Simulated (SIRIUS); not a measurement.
## TiCo in SIRIUS: the effect of functional

The system is TiCo.

```
Co Ti
1.0
     2.98611    0.00000    0.00000
     0.00000    2.98611    0.00000
     0.00000    0.00000    2.98611
Co Ti
1 1
Cartesian
  1.4931 1.4931 1.4931
  0.0000 0.0000 0.0000
```

The cell comes from a database or a generator and needn't be the stable form of this composition.

Alike in all runs:

* Program: SIRIUS 7.12.0
* Task: single point
* Potentials or basis: PseudoDojo 0.4.1 PBE standard (scalar relativistic)
* Cutoff: 1307 eV
* Density cutoff: 5227 eV
* k mesh: 5 × 5 × 5
* Occupations: fermi-dirac, width 0.05 eV
* Spin: collinear spin, ferromagnetic start
* Starting moments: [2.0, 1.0] μB

```csv
functional,pressure (GPa)
LDA,-13.9
PBEsol,-7.0
RPBE,5.0
revPBE,3.7
BLYP,5.3
PW91,-0.4
AM05,-7.6
BP86,-0.5
HTBS,-5.2
XLYP,?
```

Problem. What does the run with functional XLYP give?

Solution. Pressure 6.6 GPa.

Caveats: all runs use coarse meshes; the potentials were made for another functional, which shifts forces and pressure.

Runs at the PBE level aren't shown here.
